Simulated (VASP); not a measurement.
Ta:

```
CELL_PARAMETERS angstrom
0.00000 2.08834 2.08834
2.08834 0.00000 2.08834
2.08834 2.08834 0.00000
ATOMIC_POSITIONS crystal
Ta 0.00000 0.00000 0.00000
```

This isn't the form of Ta at room conditions, which is bcc.

Base run:

| Item | Value |
| --- | --- |
| Program | VASP 6.6.1 |
| Functional | PBEsol |
| Potentials or basis | VASP PAW PBE potentials, release 64 (Ta_pv) |
| Cutoff | 700 eV |
| k mesh | 18 × 18 × 18 |
| Occupations | gaussian, width 0.1 eV |
| Spin | no spin polarisation |

Its results: band gap on the k mesh none (metal or under the smearing width); pressure 0.0 GPa.

Problem. After a change of settings the same cell gave: band gap on the k mesh none (metal or under the smearing width); pressure 5.1 GPa. Which change was it?
A. cutoff from 700 eV to 520 eV; occupations from gaussian, width 0.1 eV to gaussian, width 0.5 eV
B. functional from PBEsol to r2SCAN; cutoff from 700 eV to 520 eV
C. cutoff from 700 eV to 900 eV
D. cutoff from 700 eV to 520 eV; k mesh from 18 × 18 × 18 to 26 × 26 × 26

Solution. B.

Caveats: the PAW data sets were made with another functional, which shifts forces and pressure a little.
